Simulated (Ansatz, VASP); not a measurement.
**Two plane-wave programs on TaSi2**

```
CELL_PARAMETERS angstrom
3.18178 0.00000 0.00000
-1.59089 2.75551 0.00000
0.00000 0.00000 5.32657
ATOMIC_POSITIONS crystal
Ta 0.00000 0.00000 0.00000
Si 0.33333 0.66667 0.50000
Si 0.66667 0.33333 0.50000
```

Alike in both runs: task relaxation of cell and atoms; functional PBE; k mesh 6 × 6 × 4; occupations gaussian, width 0.1 eV; no spin polarisation.

```csv
,VASP,Ansatz
version,VASP 6.6.1,Ansatz 0.2.0
potentials or method,"VASP PAW PBE potentials, release 64 (Ta_pv, Si)","scalar-relativistic, plane waves, PAW"
plane-wave cutoff (eV),600,420
valence electrons in the cell,19,21
```

Ansatz gave:

```
gap on the k mesh at the Fermi level, each at its own relaxed structure (eV) : none
relaxed volume (Å³/atom)                                                     : 14.67
relaxed cell length with the largest relative difference (Å)                 : 4.332
energy change over the relaxation (meV/atom)                                 : -2854
```

Question: Estimate VASP's values.

Answer: gap on the k mesh at the Fermi level, each at its own relaxed structure (eV): none; relaxed volume (Å³/atom): 14.65; relaxed cell length with the largest relative difference (Å): 4.329; energy change over the relaxation (meV/atom): -2837.

A gap of «none» marks a metal or a gap that the smearing closes. The two sets of potentials don't hold the same shells in valence.

Caveats: the k mesh is coarse (spacing up to 0.38 Å⁻¹), so the values aren't converged. The runs have no spin-orbit coupling, so splittings on Ta are missing.
